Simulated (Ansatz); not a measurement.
# 2H-MoS2 bilayer (2H stacking) in a perpendicular field, part 3 of 4

Wanted: the out-of-plane response of the 2H-MoS2 bilayer (2H stacking). A positive field points along +c.

Ansatz 0.2.0; plane-wave DFT, PBE-D3(BJ), Ansatz PAW (set soft_1); PAW set soft_1 (the session's first sound run).

So far. Step 8 (Single point, field -0.25 V/Å): The dipole is -0.123 e·Å, and the gap 1.165 eV.

## 9. Response, atoms held

This step: plane-wave DFT, PBE-D3(BJ), Ansatz PAW (set soft_1); response to a field along the normal, atoms held; PAW set soft_1 (Ansatz 0.2.0).

The dipoles give the slope, and the difference of two potentials shows where the field is screened.

This step gave:

* equivalent conductor thickness p/(ε₀AE): 10.32 Å
* distance between the outer atoms: 9.195 Å

Dipole of the cell against applied field:

| applied field (V/Å) | dipole of the cell (e·Å) |
| --- | --- |
| -0.250 | -0.123 |
| -0.030 | -0.0147 |
| 0.000 | -2.4e-6 |
| 0.030 | 0.0147 |
| 0.150 | 0.0736 |
| 0.250 | 0.123 |

Local field over the applied field, running mean. From the potentials at -0.03 and 0.03 V/Å; running mean over 2.5 Å. Table of local field over applied field by z:

z (Å), local field over applied field and a bar:
```
        5      0.997 ##############################
        6      0.971 #############################
        7      0.821 ########################
        8      0.493 ##############
        9      0.173 ####
       10      0.051 
       11      0.043 
       12      0.112 ##
       13      0.253 #######
       14      0.269 #######
       15      0.139 ###
       16      0.050 
       17      0.043 
       18      0.132 ###
       19      0.423 ############
       20      0.765 #######################
       21      0.957 #############################
       22      0.995 ##############################
       23      0.999 ##############################
```

Electrons, planar mean, per unit field. Table of induced electron density by z:

z (Å), induced electron density (e/Å³ per V/Å) and a bar from the least value:
```
      4.5    0.00000 ###############
      5.0    0.00001 ###############
      5.5    0.00004 ###############
      6.0    0.00013 ###############
      6.5    0.00037 ################
      7.0    0.00100 ###################
      7.5    0.00232 ########################
      8.0    0.00362 ##############################
      8.5    0.00200 #######################
      9.0    0.00102 ###################
      9.5    0.00036 ################
     10.0   -0.00044 #############
     10.5    0.00005 ###############
     11.0    0.00024 ################
     11.5    0.00006 ###############
     12.0   -0.00084 ###########
     12.5   -0.00108 ##########
     13.0   -0.00208 ######
     13.5   -0.00047 #############
     14.0    0.00171 ######################
     14.5    0.00165 ######################
     15.0    0.00080 ##################
     15.5    0.00041 ################
     16.0   -0.00033 #############
     16.5   -0.00021 ##############
     17.0    0.00030 ################
     17.5    0.00020 ###############
     18.0   -0.00107 ##########
     18.5   -0.00118 ##########
     19.0   -0.00343 
     19.5   -0.00297 ##
     20.0   -0.00142 #########
     20.5   -0.00055 ############
     21.0   -0.00020 ##############
     21.5   -0.00007 ##############
     22.0   -0.00002 ###############
     22.5   -0.00001 ###############
     23.0    0.00000 ###############
```

The smaller of the gaps on the path and on the k-mesh, counted as 0 under 0.03 eV. Table of gap by applied field:

| applied field (V/Å) | gap (eV) |
| --- | --- |
| -0.250 | 1.17 |
| -0.030 | 1.21 |
| 0.000 | 1.21 |
| 0.030 | 1.21 |
| 0.150 | 1.20 |
| 0.250 | 1.17 |

By hand: between -0.03 and 0.03 V/Å the dipole changes by 0.02943 e·Å, a slope of 0.4905 e·Å²/V. A perfect conductor of thickness t has p = ε₀AEt, so t = 180.95 × 0.4905 / 8.603 = 10.32 Å (e/ε₀ = 180.95 V·Å, A in Å²).

The induced dipole is that of a conductor 10.32 Å thick.

## 10. Field on, atoms free, field 0.1 V/Å

This step: plane-wave DFT, PBE-D3(BJ), Ansatz PAW (set soft_1); PAW set soft_1 (Ansatz 0.2.0).

Now the atoms may follow the field. A weak field makes forces of meV/Å to tens of meV/Å, so the force tolerance is set well below the usual one.

input.yaml reads:

```yaml
crystal:
  lattice:
    - [3.1518275025, 0.0, 0.0]
    - [-1.5759137513, 2.7295626855, 0.0]
    - [0.0, 0.0, 27.1950775862]
  atoms:
    - { symbol: S, position: [0.3333333333, 0.6666666667, 0.3309422439] }
    - { symbol: Mo, position: [0.0, 0.0, 0.3885842436] }
    - { symbol: S, position: [0.3333333333, 0.6666666667, 0.4461701253] }
    - { symbol: S, position: [0.0, 0.0, 0.5538298747] }
    - { symbol: Mo, position: [0.3333333333, 0.6666666667, 0.6114157564] }
    - { symbol: S, position: [0.0, 0.0, 0.6690577561] }
kpoints:
  mp_grid: { grid: [12, 12, 1] }
hamiltonian:
  xc: pbe
  dispersion: d3bj
  pseudopotentials: { kind: paw, azcp: { folder: soft_1 } }
scf:
  occupations: { method: fermi_dirac, width: 0.02585 }
  convergence: { dr2_threshold: 1.0e-10 }
efield:
  axis: 3
  dipole_correction: true
  ramp_position: 0.954
  ramp_width: 0.0919
  amplitude: 0.1
relax:
  f_tol: 0.001
  max_steps: 60
output:
  write_potential: true
  write_density: true
  volumetric_format: npy
```

Command:

```sh
$ ansatz run input.yaml --threads 4 --pin off --max-ram 6144MiB --backend cpu --events-out ev --progress --plain --runs-dir out
```

Numbers of over 12 decimals in the logs are rounded to 6 here.

The program printed:

```text
[...]
Crystal: 6 atoms, lattice volume = 233.962 Å³
Basis set: ecut = 420 eV, 4531 PW (Γ), exchange–correlation on 48×48×384 points (8 copies of the dense FFT grid, shifted against one another)
Bands: 32, of which v1, the nominal top of the filled ones, is band 26 counted from 1 (25 counted from 0)
Symmetry: 6 space group operations
k-points: 19 of 144 (time reversal used)
[...]
SCF iter   1: F=—  HF=-13530.732087 eV  |F-HF|=—  |Δ(HF+E_count)|=         —  Δρ=5.95e-2  dr2=1.27e1  ethr=3.10e-3  p=0.054 e·Å  D=4.21e-2 V/Å  ΔV_dip=-1.14 eV  dr2_dipole=5.40e-4  V_vac-E_F(+/−)=5.78/4.52 eV  ⟨swp⟩=12.4  Hψ=4021  notcnv=0
[...]
SCF iter  15: F=-13527.873452 eV  HF=-13527.873452 eV  |F-HF|=1.09e-11  |Δ(HF+E_count)|=  1.16e-10  Δρ=6.47e-8  dr2=2.12e-11  ethr=1.00e-12  p=0.049 e·Å  D=3.79e-2 V/Å  ΔV_dip=-1.03 eV  dr2_dipole=8.92e-13  V_vac-E_F(+/−)=5.50/4.13 eV  ⟨swp⟩=8.1  Hψ=3566  notcnv=0
SCF 1 converged in 15 iterations: F = -13527.873452 eV  dr2 = 2.12e-11
[...]
relax step   1: F+E_penalty+E_count = -13527.87345185 eV  Δ(F+E_penalty+E_count) = +0.000e0 eV  max|allowed force component| = 9.103e-3 eV/Å  Δτ_max = 0.0000 Å  (15 SCF iters, accepted)
[...]
SCF iter   9: F=-13527.873454 eV  HF=-13527.873454 eV  |F-HF|=7.28e-12  |Δ(HF+E_count)|=  2.00e-11  Δρ=3.41e-8  dr2=8.39e-12  ethr=1.00e-12  p=0.049 e·Å  D=3.80e-2 V/Å  ΔV_dip=-1.03 eV  dr2_dipole=2.35e-14  V_vac-E_F(+/−)=5.50/4.13 eV  ⟨swp⟩=7.9  Hψ=3433  notcnv=0
SCF 2 converged in 9 iterations: F = -13527.873454 eV  dr2 = 8.39e-12
relax step   2: F+E_penalty+E_count = -13527.87345355 eV  Δ(F+E_penalty+E_count) = -1.694e-6 eV  max|allowed force component| = 1.986e-3 eV/Å  Δτ_max = 0.0014 Å  (9 SCF iters, accepted)
SCF iter   1: F=—  HF=-13527.873510 eV  |F-HF|=—  |Δ(HF+E_count)|=         —  Δρ=9.99e-5  dr2=1.68e-5  ethr=3.35e-7  p=0.049 e·Å  D=3.80e-2 V/Å  ΔV_dip=-1.03 eV  dr2_dipole=1.29e-9  V_vac-E_F(+/−)=5.50/4.13 eV  ⟨swp⟩=2.2  Hψ=1259  notcnv=0  defer=24
[...]
SCF iter   8: F=-13527.873454 eV  HF=-13527.873454 eV  |F-HF|=4.37e-11  |Δ(HF+E_count)|=  9.09e-12  Δρ=4.03e-8  dr2=8.95e-12  ethr=1.00e-12  p=0.049 e·Å  D=3.80e-2 V/Å  ΔV_dip=-1.03 eV  dr2_dipole=3.53e-13  V_vac-E_F(+/−)=5.50/4.13 eV  ⟨swp⟩=7.9  Hψ=3407  notcnv=0
SCF 3 converged in 8 iterations: F = -13527.873454 eV  dr2 = 8.95e-12
relax step   3: F+E_penalty+E_count = -13527.87345429 eV  Δ(F+E_penalty+E_count) = -7.471e-7 eV  max|allowed force component| = 1.029e-3 eV/Å  Δτ_max = 0.0011 Å  (8 SCF iters, accepted)
[...]
relax step   4: F+E_penalty+E_count = -13527.87345369 eV  Δ(F+E_penalty+E_count) = +6.072e-7 eV  max|allowed force component| = 4.940e-3 eV/Å  Δτ_max = 0.0003 Å  (6 SCF iters, rejected (line search))
SCF iter   1: F=—  HF=-13527.873504 eV  |F-HF|=—  |Δ(HF+E_count)|=         —  Δρ=9.75e-6  dr2=2.40e-7  ethr=3.47e-9  p=0.049 e·Å  D=3.80e-2 V/Å  ΔV_dip=-1.03 eV  dr2_dipole=4.23e-8  V_vac-E_F(+/−)=5.50/4.13 eV  ⟨swp⟩=3.4  Hψ=1567  notcnv=0  defer=24
[...]
SCF iter   6: F=-13527.873454 eV  HF=-13527.873454 eV  |F-HF|=5.46e-12  |Δ(HF+E_count)|=  8.19e-11  Δρ=8.21e-8  dr2=2.75e-11  ethr=1.00e-12  p=0.049 e·Å  D=3.80e-2 V/Å  ΔV_dip=-1.03 eV  dr2_dipole=4.64e-14  V_vac-E_F(+/−)=5.50/4.13 eV  ⟨swp⟩=6.6  Hψ=3626  notcnv=0
SCF 5 converged in 6 iterations: F = -13527.873454 eV  dr2 = 2.75e-11
relax step   5: F+E_penalty+E_count = -13527.87345439 eV  Δ(F+E_penalty+E_count) = -9.822e-8 eV  max|allowed force component| = 7.901e-5 eV/Å  Δτ_max = 0.0002 Å  (6 SCF iters, accepted)
[...]
the band table was solved once a step of the walk had ended and its energy, with any forces and stress, was formed, with the checks that follow a solve (3408 applications of the Hamiltonian). They found nothing against the state; the energy, forces and stress were not computed again (output.eigenvalues in the input reference)
SCF converged after 6 iterations
Free energy (F): -13527.873454 eV
[...]
Internal energy: -13527.873454 eV  (E = F + TS)
E sigma→0 (E₀):  -13527.873454 eV
Fermi energy:    2.547882 eV
Dipole field:    D = 0.037974 V/Å  (p = 0.049099 e·Å, saw-weighted, corrected)
Work function:   not extracted (applied field tilts the vacuum); planar V_es + V_field profile in the machine report
[...]
--- Forces (eV/Å), atoms counted from 1 ---
  atom   1  S     -0.00000000    -0.00000000     0.00004475
  atom   2  Mo    -0.00000000    -0.00000000     0.00004941
  atom   3  S     -0.00000000    -0.00000000     0.00005742
  atom   4  S      0.00000000     0.00000000    -0.00007941
  atom   5  Mo     0.00000000     0.00000000    -0.00004109
  atom   6  S      0.00000000     0.00000000    -0.00003352
  max |Σ_I F_I| component: 2.43e-6 eV/Å
--- Band table (eV; the first three rows and the last of 19) ---
  k-point 0: bands = [... 22 lower, 0.0607, 0.1854, 1.2034, 1.9692, 4.2563, 4.2563, 4.3414, 4.3414, ... 2 higher]
  k-point 1: bands = [... 22 lower, 0.1545, 0.5452, 1.1892, 1.8173, 4.1314, 4.2186, 4.2418, 4.3300, ... 2 higher]
  k-point 2: bands = [... 22 lower, 0.1797, 0.5986, 1.0481, 1.3291, 3.7084, 3.9412, 4.0581, 4.0859, ... 2 higher]
  k-point 18: bands = [... 22 lower, -0.7125, -0.6425, 1.3939, 1.5255, 3.2096, 3.2951, 4.1787, 4.7744, ... 2 higher]
--- Relaxed structure (5 steps of the walk, 4 accepted, 0 SCFs on fresh bases) ---
  F+E_penalty+E_count = -13527.87345439 eV   max|allowed force component| = 7.901e-5 eV/Å
  atoms:
    - { symbol: S, position: [0.333333, 0.666667, 0.330950] }
    - { symbol: Mo, position: [0, -2.7755481284610453e-17, 0.388584] }
    - { symbol: S, position: [0.333333, 0.666667, 0.446181] }
    - { symbol: S, position: [0, -2.7755010785682405e-17, 0.553828] }
    - { symbol: Mo, position: [0.333333, 0.666667, 0.611402] }
    - { symbol: S, position: [0, -2.775419418061959e-17, 0.669054] }
```

Elapsed: 17 s, on 4 threads of Arm Neoverse V1, shared host; peak memory 0.52 GiB; 65 s of CPU time.

No atom moved by 0.005 Å in the relaxation.

Numbers from this step:

* gap on the k-mesh: 1.206 eV
* dipole along the normal: 0.04910 e·Å

The relaxation took 5 steps and lowered the energy by 2.5e-6 eV; the largest force on the free atoms ends at 7.9e-5 eV/Å.

The dipole is 0.0491 e·Å, and the gap on the mesh 1.206 eV.

## 11. Relaxing in the field, field -0.1 V/Å

The opposite sign, again from the field-free geometry; the difference of the two cancels what relaxes without a field.

Changes to input.yaml since step 10:

```diff
@@ -26,3 +26,3 @@
   ramp_width: 0.0919
-  amplitude: 0.1
+  amplitude: -0.1
 relax:
```

The program printed:

```text
[...]
Crystal: 6 atoms, lattice volume = 233.962 Å³
Basis set: ecut = 420 eV, 4531 PW (Γ), exchange–correlation on 48×48×384 points (8 copies of the dense FFT grid, shifted against one another)
Bands: 32, of which v1, the nominal top of the filled ones, is band 26 counted from 1 (25 counted from 0)
Symmetry: 6 space group operations
k-points: 19 of 144 (time reversal used)
[...]
F+E_penalty+E_count = -13527.87345439 eV   max|allowed force component| = 7.899e-5 eV/Å
  atoms:
    - { symbol: S, position: [0.333333, 0.666667, 0.330946] }
    - { symbol: Mo, position: [0, -2.776055551165508e-17, 0.388598] }
    - { symbol: S, position: [0.333333, 0.666667, 0.446172] }
    - { symbol: S, position: [0, -2.7751482109408033e-17, 0.553819] }
    - { symbol: Mo, position: [0.333333, 0.666667, 0.611416] }
    - { symbol: S, position: [0, -2.7752637242116616e-17, 0.669050] }
[key lines of the parts left out:]
SCF converged after 6 iterations
Free energy (F): -13527.873454 eV
Fermi energy:    2.547713 eV
Dipole field:    D = -0.037974 V/Å  (p = -0.049099 e·Å, saw-weighted, corrected)
```

It took 16 s on 4 threads; peak memory 0.52 GiB.

No atom moved by 0.005 Å in the relaxation.

Numbers from this step:

```yaml
dipole_along_the_normal: -0.04910 e·Å
```

The relaxation took 5 steps and lowered the energy by 2.5e-6 eV; the largest force on the free atoms ends at 7.9e-5 eV/Å.

The dipole is -0.0491 e·Å, and the gap on the mesh 1.206 eV.

## 12. Response, atoms relaxed

This step: plane-wave DFT, PBE-D3(BJ), Ansatz PAW (set soft_1); response to a field along the normal, atoms relaxed; PAW set soft_1 (Ansatz 0.2.0).

The same analysis on the two relaxed runs holds the ionic part too; their mesh is coarser, so small differences from the held value can come from that.

Numbers from this step:

| Quantity | Value |
| --- | --- |
| equivalent conductor thickness p/(ε₀AE) | 10.33 Å |

Table of dipole of the cell by applied field:

| applied field (V/Å) | dipole of the cell (e·Å) |
| --- | --- |
| -0.1000 | -0.0491 |
| 0.1000 | 0.0491 |

Local field over the applied field, running mean. From the potentials at -0.1 and 0.1 V/Å; running mean over 2.5 Å. Table of local field over applied field by z:

z (Å), local field over applied field and a bar:
```
      4.5      0.999 ##############################
      5.0      0.997 ##############################
      5.5      0.990 ##############################
      6.0      0.971 #############################
      6.5      0.924 ############################
      7.0      0.824 ########################
      7.5      0.667 ###################
      8.0      0.487 ##############
      8.5      0.297 ########
      9.0      0.158 ###
      9.5      0.092 #
     10.0      0.074 #
     10.5      0.054 
     11.0      0.062 
     11.5      0.069 #
     12.0      0.100 #
     12.5      0.162 ###
     13.0      0.245 ######
     13.5      0.281 #######
     14.0      0.269 #######
     14.5      0.194 ####
     15.0      0.120 ##
     15.5      0.077 #
     16.0      0.066 
     16.5      0.053 
     17.0      0.067 
     17.5      0.082 #
     18.0      0.124 ##
     18.5      0.234 ######
     19.0      0.412 ###########
     19.5      0.599 #################
     20.0      0.769 #######################
     20.5      0.892 ###########################
     21.0      0.957 #############################
     21.5      0.985 ##############################
     22.0      0.995 ##############################
     22.5      0.998 ##############################
     23.0      0.999 ##############################
```

Electrons, planar mean, per unit field. Induced electron density against z:

z (Å), induced electron density (e/Å³ per V/Å) and a bar from the least value:
```
      4.5    0.00000 ###############
      5.0    0.00001 ###############
      5.5    0.00004 ###############
      6.0    0.00013 ###############
      6.5    0.00037 ################
      7.0    0.00099 ###################
      7.5    0.00228 #########################
      8.0    0.00344 ##############################
      8.5    0.00184 #######################
      9.0    0.00118 ####################
      9.5    0.00129 #####################
     10.0    0.00283 ###########################
     10.5    0.00075 ##################
     11.0   -0.00336 
     11.5   -0.00172 #######
     12.0   -0.00110 ##########
     12.5   -0.00086 ###########
     13.0   -0.00155 ########
     13.5   -0.00040 #############
     14.0    0.00138 #####################
     14.5    0.00113 ####################
     15.0    0.00089 ###################
     15.5    0.00142 #####################
     16.0    0.00305 ############################
     16.5    0.00118 ####################
     17.0   -0.00299 ##
     17.5   -0.00150 ########
     18.0   -0.00140 #########
     18.5   -0.00116 ##########
     19.0   -0.00319 #
     19.5   -0.00289 ##
     20.0   -0.00140 #########
     20.5   -0.00055 ############
     21.0   -0.00020 ##############
     21.5   -0.00007 ###############
     22.0   -0.00002 ###############
     22.5   -0.00001 ###############
     23.0    0.00000 ###############
```

The induced dipole is that of a conductor 10.33 Å thick.

(Continued in part 4 of 4.)

[Logs are printed without paths, hosts, clocks, repeated set-up lines and the standing remarks that a program may print on its own settings, such as how far it seeks lower states.]

[Hosts, paths, dates, database ids (printed as entryN), source tags and the programs' standing remarks are cut or masked in the printed files.]

[Maps of the electrostatic potential energy from Ansatz leave out the sawtooth potential of an applied field or a dipole correction, so their vacuum need not be flat; planar profiles and work functions include it.]
